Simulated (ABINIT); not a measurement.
Runs of ABINIT 10.8.3 (patched build) on BP. It takes space group F-43m (No. 216, cubic). The conventional cell has a = 4.538 Å, b = 4.538 Å, c = 4.538 Å, α = 90.00°, β = 90.00°, γ = 90.00°. P (site symmetry -43m) is surrounded by 4 B at 1.97 Å. Around B (site symmetry -43m) lie 4 P at 1.97 Å. 

```csv
share of exact exchange,gap on the mesh (eV)
0.25,(b)
0.35,2.76
0.05,1.60
0.15,(a)
0.5,3.36
```

Alike in all rows: task single point; level HSE06; potentials or basis SG15 NC PBE v1.2; no spin polarisation; cell as given; k mesh 6 × 6 × 6; cutoff (eV) 599; smearing fermi-dirac 0.05 eV.

Question: Estimate the missing entries.

Answer: (a) 1.98; (b) 2.37.

Caveats: exact exchange is summed on a coarse mesh, which widens gaps by tenths of an eV; Libxc's HSE differs a little from that of other programs.

A k mesh can miss the band edges.
